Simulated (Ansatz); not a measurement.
Bulk crystal (Ti) after relaxation:

```
Ti
1.0
     4.51529    0.00000    0.00000
    -2.25765    3.91036    0.00000
     0.00000    0.00000    2.79879
Ti
3
Direct
  0.00000 0.00000 0.00000
  0.33333 0.66667 0.50000
  0.66667 0.33333 0.50000
```

Miller indices refer to the conventional cell of P6/mmm (No. 191), a = 4.515 Å, b = 4.515 Å, c = 2.799 Å, α = 90.00°, β = 90.00°, γ = 120.00°.

The (101) slab of 15 planes, 9.9 Å thick with 15 Å of vacuum as cut; outer planes Ti (top) and Ti (bottom).

All numbers below come from Ansatz, DFT PBEsol, scalar-relativistic, plane waves, PAW. Cutoff 420 eV; k points 9×7×1 on the computed 15-atom cell (Γ-centred); Gaussian smearing, width 0.10 eV; no spin polarisation. The cell repeats along c with a dipole correction in the vacuum.

With the atoms at the bulk's places:

```
Surface energy (mean of both faces) : 2.25 J/m²
Work function                       : 4.10 eV
```

(1) What changes when all atoms relax within this surface cell and its symmetry?

Results:

(1) The energy falls by 0.036 J/m² a face, and the largest move is 0.12 Å.

```json
{"Surface energy (mean of both faces)": "2.21 J/m²", "Work function": "4.05 eV"}
```

```
plane (bottom to top) atoms spacing to next, bulk (Å) relaxed (Å) change (%)
                    1     Ti                      0.379        0.475       +25.3
                    2     Ti                      0.379        0.311       -18.1
                    3     Ti                      1.517        1.487        -2.0
                    4     Ti                      0.379        0.336       -11.3
                    5     Ti                      0.379        0.447       +17.8
                    6     Ti                      1.517        1.490        -1.8
                    7     Ti                      0.379        0.379        -0.1
                    8     Ti                      0.379        0.379        -0.1
                    9     Ti                      1.517        1.490        -1.8
                   10     Ti                      0.379        0.447       +17.8
                   11     Ti                      0.379        0.336       -11.3
                   12     Ti                      1.517        1.487        -2.0
                   13     Ti                      0.379        0.311       -18.1
                   14     Ti                      0.379        0.475       +25.3
                   15     Ti
```

The reference crystal is a form of Ti, which isn't its usual structure.